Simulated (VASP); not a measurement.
C, 2 atoms in the cell. The cell holds a slab with vacuum, 2 atoms: a = 2.466 Å, b = 2.466 Å, c = 26.002 Å, α = 90.00°, β = 90.00°, γ = 120.00°. The slab is cut from a database's or a generator's crystal, which needn't be the stable form of the element.

| Item | Value |
| --- | --- |
| Program | VASP 6.6.1 |
| Task | single point |
| Functional | PBE |
| Dispersion | D3(BJ) |
| Potentials or basis | VASP PAW PBE potentials, release 64 (C) |
| Cutoff | 520 eV |
| k mesh | 21 × 21 × 1 |
| Occupations | gaussian, width 0.1 eV |
| Spin | no spin polarisation |
| Dipole correction | yes |
| Further INCAR settings | ALGO = Fast; EDIFF = 1e-06; NBANDS = 11 |

Potentials or basis: VASP PAW PBE potentials, release 64 (C).

Command:

```bash
$ cat potpaw_PBE.64/C/POTCAR > POTCAR
$ mpirun -np 1 vasp_std > vasp.out
```

Hardware: 1 thread of Intel(R) Xeon(R) 6975P-C (Granite Rapids) (shared host).

Estimate the wall time of this run.

It took 72 s on 1 thread of Intel(R) Xeon(R) 6975P-C (Granite Rapids), with other jobs on the host, peak memory 0.26 GiB. Counts: scf iterations 21, k points 48.
